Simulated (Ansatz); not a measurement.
Wanted: the native input for an Ansatz 0.2.0 run.

```
Task                                : band structure
Functional                          : PBE
Potentials or basis                 : Ansatz PAW
Cutoff                              : 420 eV (not typed: the program's choice for these potentials)
k mesh                              : 12 × 12 × 4
Occupations                         : fermi-dirac, width 0.05 eV
Spin                                : no spin polarisation
Path                                : [["G", "M", "K", "G", "A", "L", "H", "A"], ["L", "M"], ["K", "H"]]
Points for each segment of the path : 10
```

C:

```
C
1.0
     2.52210    0.00000    0.00000
    -1.26105    2.18420    0.00000
     0.00000    0.00000    8.23710
C
8
Direct
  0.66667 0.33333 0.84375
  0.33333 0.66667 0.34375
  0.66667 0.33333 0.65625
  0.33333 0.66667 0.15625
  0.00000 0.00000 0.90625
  0.00000 0.00000 0.40625
  0.00000 0.00000 0.59375
  0.00000 0.00000 0.09375
```

This is a hexagonal form of diamond, not graphite.

These files were run (other wordings do the same):

input.yaml

```yaml
crystal:
  lattice:
    - [2.5221, 0.0, 0.0]
    - [-1.26105, 2.1842026709, 0.0]
    - [0.0, 0.0, 8.2371]
  atoms:
    - { symbol: C, position: [0.6666666667, 0.3333333333, 0.84375] }
    - { symbol: C, position: [0.3333333333, 0.6666666667, 0.34375] }
    - { symbol: C, position: [0.6666666667, 0.3333333333, 0.65625] }
    - { symbol: C, position: [0.3333333333, 0.6666666667, 0.15625] }
    - { symbol: C, position: [0.0, 0.0, 0.90625] }
    - { symbol: C, position: [0.0, 0.0, 0.40625] }
    - { symbol: C, position: [0.0, 0.0, 0.59375] }
    - { symbol: C, position: [0.0, 0.0, 0.09375] }
hamiltonian:
  xc: pbe
  pseudopotentials: { kind: paw, core: small }
kpoints:
  mp_grid: { grid: [12, 12, 4] }
  band_path:
    path:
      - [[0.0, 0.0, 0.0], [0.5, 0.0, 0.0], [0.3333333333, 0.3333333333, 0.0], [0.0, 0.0, 0.0], [0.0, 0.0, 0.5], [0.5, 0.0, 0.5], [0.3333333333, 0.3333333333, 0.5], [0.0, 0.0, 0.5]]
      - [[0.5, 0.0, 0.5], [0.5, 0.0, 0.0]]
      - [[0.3333333333, 0.3333333333, 0.0], [0.3333333333, 0.3333333333, 0.5]]
    npoints: 10
scf:
  occupations: { method: fermi_dirac, width: 0.05 }
  n_extra_bands: 20
output:
  forces: true
  stress: true
  eigenvalues: true
  fatbands: false
```

Potentials or basis: Ansatz PAW.

Command:

```bash
$ ansatz run input.yaml --threads 2 --pin off --max-ram 5120MiB --backend cpu --events-out ev --progress --plain --runs-dir out
```

It gave:

The pressure is 2.3 GPa. The largest force is 0.329 eV/Å and the band gap on the k mesh is 4.42 eV, indirect (least direct gap 5.19 eV). The band gap along the path is 4.42 eV, indirect (least direct gap 5.19 eV).

Caveat: the pressure holds a Pulay correction of +1.0 GPa for the finite cutoff.

Wall time 4.1 s on 2 threads of Arm Neoverse V1, on a shared host, peak memory 0.34 GiB.
